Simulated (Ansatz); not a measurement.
Before relaxation, H put at a top As site (InAs, F-43m (No. 216), (1 1 0) face):

```xyz
9
Lattice="4.3045 0.0000 0.0000 0.0000 6.0875 0.0000 0.0000 0.0000 25.4567" Properties=species:S:1:pos:R:3 pbc="T T T"
In    2.1522    3.0437    8.5000
As    0.0000    1.5219    8.5000
In    0.0000    0.0000   10.6522
As    2.1522    4.5656   10.6522
In    2.1522    3.0860   12.9236
As    0.0000    1.5764   12.7983
In    0.0000   -0.3742   14.5061
As    2.1522    4.4158   15.2069
H     2.1522    4.4158   16.7069
```

These are results of DFT PBEsol, scalar-relativistic, plane waves, PAW in Ansatz 0.2.0, not measurements. Cutoff 420 eV; k points 7×5×1 on the computed 9-atom cell (Γ-centred); Gaussian smearing, width 0.10 eV; no spin polarisation. The cell repeats along c with a dipole correction in the vacuum.

Atoms 1, 2, 3, 4 (counted from 1) are held. The cell is fixed. Force threshold 0.03 eV/Å.

(1) Where does it end?

The end is the local minimum or symmetric point that this start leads to. The slab is only 6.5 Å thick, so the energy isn't converged with thickness.

Results:

(1) The energy falls by 0.524 eV in 12 steps, to:

```yaml
crystal:
  lattice:
    - [4.30449, 0.00000, 0.00000]
    - [0.00000, 6.08747, 0.00000]
    - [0.00000, 0.00000, 25.45673]
  atoms:
    - { symbol: In, position: [0.50000, 0.50000, 0.33390] }
    - { symbol: As, position: [0.00000, 0.25000, 0.33390] }
    - { symbol: In, position: [0.00000, 0.00000, 0.41845] }
    - { symbol: As, position: [0.50000, 0.75000, 0.41845] }
    - { symbol: In, position: [0.50000, 0.48980, 0.50122] }
    - { symbol: As, position: [0.00000, 0.24413, 0.50573] }
    - { symbol: In, position: [0.00000, 0.01965, 0.59500] }
    - { symbol: As, position: [0.50000, 0.76785, 0.58260] }
    - { symbol: H, position: [0.50000, 0.60790, 0.62888] }
```

Cost: 1 run of about 15 core-minutes, on Intel Xeon Platinum 8488C (Sapphire Rapids) (shared hosts).